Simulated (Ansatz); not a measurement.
# A Cd vacancy in rocksalt CdO, 63 atoms, charge −2

How high is the barrier for this jump? The start is relaxed, a band joins it to the far end, and PBEsol and HSE06 are the levels used.

Method: density functional theory in Ansatz 0.2.0, PAW datasets, plane waves.

### 1 The system as built

63 atoms (32 O, 31 Cd); a = 9.381 Å, b = 9.381 Å, c = 9.381 Å, α = 90.00°, β = 90.00°, γ = 90.00°. All atoms were shaken off their sites by about 0.02 Å along each axis. Defect site 1: (0.500, 0.500, 0.500).

The runs, in order: (2) PBEsol relaxation at the single k point (¼, ¼, ¼), on 1 × NVIDIA GB300 Max-Q with 8 threads of Arm Neoverse-V2; (3) HSE06 single point at the single k point (¼, ¼, ¼), on 1 × NVIDIA GB300 Max-Q with 8 threads of Arm Neoverse-V2; (4) PBEsol band at the single k point (¼, ¼, ¼), on 1 × NVIDIA GB300 Max-Q with 8 threads of Arm Neoverse-V2; (5) HSE06 single point at the single k point (¼, ¼, ¼), on 1 × NVIDIA GB300 Max-Q with 8 threads of Arm Neoverse-V2.

### 2 Relaxation of the positions (PBEsol)

in.yaml

```yaml
crystal:
  lattice:
    - [9.381147, 0.000000, 0.000000]
    - [0.000000, 9.381147, 0.000000]
    - [0.000000, 0.000000, 9.381147]
  atoms:
    - { symbol: O, position: [0.247975, 0.002807, 0.001410] }
    - { symbol: O, position: [0.249167, 0.995479, 0.502655] }
    - { symbol: O, position: [0.244227, 0.499982, 0.999420] }
    - { symbol: O, position: [0.251323, 0.500300, 0.497545] }
    - { symbol: O, position: [0.751794, 0.999124, 0.001579] }
    - { symbol: O, position: [0.748224, 0.000006, 0.502529] }
    - { symbol: O, position: [0.747673, 0.501448, 0.998996] }
    - { symbol: O, position: [0.753211, 0.502503, 0.499353] }
    - { symbol: O, position: [0.999713, 0.249643, 0.998516] }
    - { symbol: O, position: [0.999972, 0.248615, 0.500669] }
    - { symbol: O, position: [0.995566, 0.750414, 0.996893] }
    - { symbol: O, position: [0.000430, 0.754949, 0.499110] }
    - { symbol: O, position: [0.500482, 0.245683, 0.997254] }
    - { symbol: O, position: [0.501813, 0.250829, 0.505654] }
    - { symbol: O, position: [0.499627, 0.749661, 0.997644] }
    - { symbol: O, position: [0.499108, 0.750100, 0.499671] }
    - { symbol: O, position: [0.002227, 0.000973, 0.249500] }
    - { symbol: O, position: [0.997566, 0.997728, 0.750843] }
    - { symbol: O, position: [0.000443, 0.503439, 0.251370] }
    - { symbol: O, position: [0.999947, 0.498465, 0.748268] }
    - { symbol: O, position: [0.501367, 0.996906, 0.253325] }
    - { symbol: O, position: [0.497480, 0.001242, 0.750783] }
    - { symbol: O, position: [0.499269, 0.502714, 0.248478] }
    - { symbol: O, position: [0.501874, 0.504000, 0.749174] }
    - { symbol: O, position: [0.250532, 0.253902, 0.251808] }
    - { symbol: O, position: [0.251019, 0.250399, 0.754820] }
    - { symbol: O, position: [0.246486, 0.749452, 0.251914] }
    - { symbol: O, position: [0.250104, 0.751971, 0.750339] }
    - { symbol: O, position: [0.753085, 0.252155, 0.248534] }
    - { symbol: O, position: [0.750297, 0.250166, 0.748999] }
    - { symbol: O, position: [0.747987, 0.749886, 0.249089] }
    - { symbol: O, position: [0.746980, 0.752334, 0.750074] }
    - { symbol: Cd, position: [0.001943, 0.999938, 0.999228] }
    - { symbol: Cd, position: [0.000969, 0.998409, 0.504394] }
    - { symbol: Cd, position: [0.999866, 0.499237, 0.002688] }
    - { symbol: Cd, position: [0.999615, 0.500942, 0.496845] }
    - { symbol: Cd, position: [0.502504, 0.997037, 0.998037] }
    - { symbol: Cd, position: [0.498661, 0.002484, 0.496001] }
    - { symbol: Cd, position: [0.498981, 0.499236, 0.001450] }
    - { symbol: Cd, position: [0.249023, 0.248351, 0.000026] }
    - { symbol: Cd, position: [0.252110, 0.245741, 0.500607] }
    - { symbol: Cd, position: [0.250047, 0.751688, 0.001677] }
    - { symbol: Cd, position: [0.247872, 0.752227, 0.500353] }
    - { symbol: Cd, position: [0.748563, 0.249682, 0.996964] }
    - { symbol: Cd, position: [0.749986, 0.250919, 0.499565] }
    - { symbol: Cd, position: [0.750675, 0.748837, 0.998309] }
    - { symbol: Cd, position: [0.748096, 0.753016, 0.502633] }
    - { symbol: Cd, position: [0.249457, 0.996434, 0.251560] }
    - { symbol: Cd, position: [0.248372, 0.001229, 0.751243] }
    - { symbol: Cd, position: [0.248682, 0.499460, 0.252701] }
    - { symbol: Cd, position: [0.253278, 0.502797, 0.750467] }
    - { symbol: Cd, position: [0.749355, 0.998598, 0.249907] }
    - { symbol: Cd, position: [0.747816, 0.000759, 0.748229] }
    - { symbol: Cd, position: [0.752782, 0.498308, 0.247236] }
    - { symbol: Cd, position: [0.753155, 0.501329, 0.751383] }
    - { symbol: Cd, position: [0.997409, 0.252912, 0.252281] }
    - { symbol: Cd, position: [0.002550, 0.250710, 0.749319] }
    - { symbol: Cd, position: [0.001069, 0.748549, 0.248645] }
    - { symbol: Cd, position: [0.002529, 0.749461, 0.750698] }
    - { symbol: Cd, position: [0.500542, 0.247527, 0.248808] }
    - { symbol: Cd, position: [0.499988, 0.248975, 0.753495] }
    - { symbol: Cd, position: [0.499549, 0.749433, 0.247854] }
    - { symbol: Cd, position: [0.498666, 0.751096, 0.750868] }
  symmetry: { detect: false }
kpoints:
  mp_grid: { grid: [1, 1, 1], shift: [0.25, 0.25, 0.25] }
hamiltonian:
  xc: pbesol
total_charge: -2
scf:
  occupations: { method: fermi_dirac, width: 0.01 }
relax:
  f_tol: 0.03
  max_steps: 80
  escape_saddle: false
  adjacent_minimum: "off"
output:
  forces: true
  eigenvalues: true
  populations: true
  charged_corrections: { epsilon: 21 }
```

On the command line:

```console
> ansatz run in.yaml --threads 8 --pin off --max-ram 118750MiB --runs-dir r --events-out ev --progress --plain --backend cuda --devices 0,
```

After this run come: Single point with HSE06; Nudged elastic band for the jump; Single point with HSE06.

**Question.** What will these runs give? Wanted: for each run, top filled to lowest empty.

**Answer**, as computed:

```
                   level         time  top filled to lowest empty (eV)
      PBEsol, relaxation  4.8 s (GPU)                             0.97
                   HSE06   29 s (GPU)                             2.32
HSE06, at the band's top   31 s (GPU)                             2.38
```

```
                   quantity                             value
                 relaxation  4 recorded steps, 1.38 eV gained
              largest shift     0.16 Å (O14 and others alike)
barrier forwards, backwards                     1.11, 1.11 eV
                       jump                      Cd by 3.17 Å
            band iterations                                 7
    top less start by HSE06                           1.22 eV
```

Relaxation gains 1.38 eV, with shifts up to 0.16 Å (O14 and others alike). The PBEsol barrier is 1.11 eV forwards and 1.11 eV back, about 43 times kT at 300 K, without charge corrections. The cell's size and k points aren't converged for it. The top is a first-order saddle. On the same two geometries HSE06 gives 1.22 eV. At the same k points, PBEsol gives a spacing 1.35 eV smaller than the 2.32 eV of HSE06. In a defect cell this spacing can involve defect levels, so it need not be the gap.
